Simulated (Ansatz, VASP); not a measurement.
One calculation of Al, two programs

POSCAR

```
Al
1.0
   -1.6224269796      1.6224269796      1.6224269796
    1.6224269796     -1.6224269796      1.6224269796
    1.6224269796      1.6224269796     -1.6224269796
Al
1
Direct
    0.0000000000      0.0000000000      0.0000000000
```

Contents of INCAR.step1:

```
SYSTEM = Al
PREC = Accurate ; ENCUT = 520
ISMEAR = -1 ; SIGMA = 0.05
LREAL = .False. ; LASPH = .True.
NELM = 100 ; NBANDS = 8
GGA = PE ; ALGO = Normal
EDIFF = 1E-4 ; LWAVE = .True.
LCHARG = .False.
```

Contents of INCAR.step2:

```
SYSTEM = Al
PREC = Accurate ; ENCUT = 520
EDIFF = 1E-6 ; ISMEAR = -1
SIGMA = 0.05 ; LREAL = .False.
LASPH = .True. ; NELM = 100
ALGO = Normal ; ISIF = 2
LWAVE = .False. ; LCHARG = .True.
METAGGA = R2SCAN ; LMIXTAU = .True.
LELF = .True. ; LVHAR = .True.
NBANDS = 8 ; ISTART = 1
```

Contents of KPOINTS:

```
Automatic mesh
0
Gamma
  12 12 12
  0 0 0
```

The input input.yaml:

```yaml
crystal:
  lattice:
    - [-1.6224269796, 1.6224269796, 1.6224269796]
    - [1.6224269796, -1.6224269796, 1.6224269796]
    - [1.6224269796, 1.6224269796, -1.6224269796]
  atoms:
    - { symbol: Al, position: [0.0, 0.0, 0.0] }
hamiltonian:
  xc: r2scan
  pseudopotentials: { kind: paw }
kpoints:
  mp_grid: { grid: [12, 12, 12] }
scf:
  occupations: { method: fermi_dirac, width: 0.05 }
output:
  forces: true
  stress: true
  eigenvalues: true
```

This isn't the form of Al at room conditions, which is fcc.

Alike in both runs: task single point; functional r2SCAN; k mesh 12 × 12 × 12; occupations fermi-dirac, width 0.05 eV; no spin polarisation.

```csv
,VASP,Ansatz
version,VASP 6.6.1,Ansatz 0.2.0
potentials or method,"VASP PAW PBE potentials, release 64 (Al)",Ansatz PAW
plane-wave cutoff (eV),520,500
valence electrons in the cell,3,3
```

```tsv
	VASP	Ansatz	Ansatz less VASP
gap on the k mesh at the Fermi level (eV)	none	none	-
pressure (GPa)	-4.1	-3.8	+0.28
```

A gap of «none» marks a metal or a gap that the smearing closes.

Caveats: the PAW data sets were made with another functional, which shifts forces and pressure a little (VASP); the PAW data sets come from PBE, with cores solved anew for the run's functional, which leaves a small shift of forces and pressure (Ansatz).
